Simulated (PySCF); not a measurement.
Match the calculated data to a structure.

* Dipole: 0.00 D [PBE0/def2-SVPD]
* Rotational structure: rotational constants A, B, C: 20.408, 20.406, 12.741 GHz [GFN2-xTB]
* UV, strongest line: among the 8 lowest singlet transitions: S5/S6 at 8.94 eV (139 nm, f = 0.195 summed over these states) [TDDFT PBE0/def2-SVPD]
* Polarisability: 35.0 au [PBE0/def2-SVPD]
* UV, first state: lowest singlet excitation: 8.23 eV (151 nm, f = 0.002 summed over 2 states within 0.01 eV) [TDDFT PBE0/def2-SVPD]
* 1H NMR: chemical shifts (computed TMS as zero) by class: 0.26 (6 H) ppm [GIAO PBE0/pcSseg-1]
* 13C NMR: chemical shifts (computed TMS as zero) by class: -1.3 (3 C) ppm [GIAO PBE0/pcSseg-1]
* Couplings: largest of the computed one-bond spin–spin couplings (means over like bonds): 13C–1H +166.6 (×6), 13C–13C +15.2 (×3) Hz [B3LYP/pcJ-1]

Electronic properties: PySCF, gas phase, density fitting. Levels stand in brackets. Isolated species at its GFN2-xTB geometry, gas phase. NMR values are class means; diastereotopic atoms form classes of their own.

Task: Which candidate is it?
A. `C1CC1` (cyclopropane)
B. `CC(C)=O` (acetone)
C. `C=CC` (propene)
D. `CO` (methanol)

Result: A. It is `C1CC1`. Numbering: `[CH2:1]1[CH2:2][CH2:3]1`. Its formula, C3H6, gives 1 degree of unsaturation: 1 ring and 0 π bonds in the structure found. 3 carbons fall into 1 class: three-membered-ring carbon [C1/C2/C3] (-1.3 ppm, 3 C). All hydrogens form one class (0.26 ppm): methylene hydrogen. The couplings run between: +166.6 Hz, three-membered-ring carbon [C1] and its hydrogen (with 5 like pairs); +15.2 Hz, three-membered-ring carbon [C1] and three-membered-ring carbon [C2] (with 2 like pairs). The vanishing dipole is forced by symmetry. The optimised geometry has point group D3h and is an oblate symmetric top (the spread among constants that symmetry makes equal is optimisation noise).

The others, at the same levels:
- `C=CC` (propene) fails: it has 3 carbon classes against 1; its computed 13C shifts are 142.9 (1 C), 121.7 (1 C), 23.7 (1 C) ppm and 1H shifts are 6.16 (1 H), 5.41 (1 H), 5.24 (1 H), 1.87 (3 H) ppm.
- `CC(C)=O` fails: it has 2 carbon classes against 1; its computed 13C shifts are 208.1 (1 C), 32.1 (2 C) ppm and 1H shifts are 2.09 (6 H) ppm.
- `CO` (methanol) fails: it has 4 hydrogens where the 1H data count 6; its computed 13C shifts are 54.4 (1 C) ppm, 1H shifts are 3.79 (3 H), -0.32 (1 H) ppm and lowest singlet excitation is 6.93 eV (179 nm, f = 0.002) (against 8.23 eV).
